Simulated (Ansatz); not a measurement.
Crystal: PbF2 (Fluorocronite).

```
Pb F
1.0
     0.00000    2.96366    2.96366
     2.96366    0.00000    2.96366
     2.96366    2.96366    0.00000
Pb F
1 2
Direct
  0.00000 0.00000 0.00000
  0.75000 0.75000 0.75000
  0.25000 0.25000 0.25000
```

| Quantity | Value |
| --- | --- |
| Program | Ansatz 0.2.0 |
| Task | relaxation of cell and atoms |
| Functional | revPBE |
| Dispersion | D3(BJ) |
| Potentials or basis | Ansatz PAW |
| Cutoff | 420 eV (not typed: the program's choice for these potentials) |
| k mesh | 8 × 8 × 8 |
| Occupations | fermi-dirac, width 0.05 eV |
| Spin | no spin polarisation |

At the start: volume 17.35 Å³/atom.

**Question.** How do energy, volume and symmetry change on relaxing?

**Answer.** It ends after 7 steps and the volume is 17.99 Å³/atom (+3.7 %); space group Fm-3m (No. 225, to 0.05 Å).

The path:
| step | energy change (eV) | largest force (eV/Å) | volume (Å³) |
| --- | --- | --- | --- |
| 1 | 0.0000 | 0.0000 | 52.06 |
| 2 | 0.0028 | 0.0000 | 55.26 |
| 3 | -0.0091 | 0.0000 | 53.89 |
| 4 | -0.0093 | 0.0000 | 53.81 |
| 5 | -0.0150 | 0.0000 | 53.81 |
| 6 | -0.0147 | 0.0000 | 53.98 |
| 7 | -0.0152 | 0.0000 | 53.98 |

Final structure:
```
CELL_PARAMETERS angstrom
0.00000 2.99967 2.99967
2.99967 0.00000 2.99967
2.99967 2.99967 0.00000
ATOMIC_POSITIONS crystal
Pb 0.00000 0.00000 0.00000
F 0.75000 0.75000 0.75000
F 0.25000 0.25000 0.25000
```

Caveat: the plane-wave basis is chosen anew once the cell has moved, so the energies of steps on either side of that aren't comparable; the pressure holds a Pulay correction of +0.4 GPa for the finite cutoff; the PAW data sets come from PBE, with cores solved anew for the run's functional, which leaves a small shift of forces and pressure.
